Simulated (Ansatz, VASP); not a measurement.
Two plane-wave programs on Al

```
CELL_PARAMETERS angstrom
2.68243 0.00000 0.00000
0.00000 2.68243 0.00000
0.00000 0.00000 2.68243
ATOMIC_POSITIONS crystal
Al 0.00000 0.00000 0.00000
```

Alike in both runs: task single point; functional LDA; k mesh 13 × 13 × 13; occupations fermi-dirac, width 0.1 eV; no spin polarisation.

```csv
,VASP,Ansatz
version,VASP 6.6.1,Ansatz 0.2.0
potentials or method,"VASP PAW LDA potentials, release 64 (Al)","plane waves (420 eV) with PAW, scalar-relativistic"
plane-wave cutoff (eV),520,420
valence electrons in the cell,3,3
```

```csv
,VASP,Ansatz,Ansatz less VASP
pressure (GPa),0.1,0.0,-0.06
```

Ansatz warned: «pseudo_functional_mismatch».
